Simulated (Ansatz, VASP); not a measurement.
**One calculation of TiH, two programs**

```
Ti H
1.0
     0.00000    2.05427    2.05427
     2.05427    0.00000    2.05427
     2.05427    2.05427    0.00000
Ti H
1 1
Direct
  0.00000 0.00000 0.00000
  0.50000 0.50000 0.50000
```

The cell comes from a database or a generator and needn't be the stable form of this composition.

Alike in both runs: task single point; functional LDA; k mesh 9 × 9 × 9; occupations gaussian, width 0.1 eV; no spin polarisation.

```csv
,VASP,Ansatz
version,VASP 6.6.1,Ansatz 0.2.0
potentials or method,"VASP PAW LDA potentials, release 64 (Ti_sv, H)","plane waves, PAW"
plane-wave cutoff (eV),520,500
valence electrons in the cell,13,13
```

```tsv
	VASP	Ansatz	Ansatz less VASP
pressure (GPa)	-0.6	-0.7	-0.12
```
